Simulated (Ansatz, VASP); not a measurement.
# BAs: VASP beside Ansatz

```
CELL_PARAMETERS angstrom
0.00000 2.39187 2.39187
2.49878 0.00000 2.39187
2.49878 2.39187 0.00000
ATOMIC_POSITIONS crystal
B 0.00000 0.00000 0.00000
As 0.25000 0.25000 0.25000
```

Change from the starting cell: uniaxial_x strain +4.5%.

Alike in both runs: task single point; functional r2SCAN; k mesh 10 × 10 × 10; no spin polarisation.

```csv
,VASP,Ansatz
version,VASP 6.6.1,Ansatz 0.2.0
potentials or method,"VASP PAW PBE potentials, release 64 (B, As)","plane waves, PAW"
plane-wave cutoff (eV),520,500
occupations,"gaussian, width 0.01 eV",fixed
valence electrons in the cell,8,18
```

|  | VASP | Ansatz | Ansatz less VASP |
| --- | --- | --- | --- |
| gap on the k mesh at the Fermi level (eV) | 1.08 | 1.08 | -0.002 |
| pressure (GPa) | -5.5 | -5.6 | -0.15 |
| largest component of the traceless stress (GPa) | 6.60 | 6.60 | +0.005 |

The two sets of potentials don't hold the same shells in valence.

Caveats: the PAW data sets were made with another functional, which shifts forces and pressure a little (VASP). A k mesh can miss the band edges.
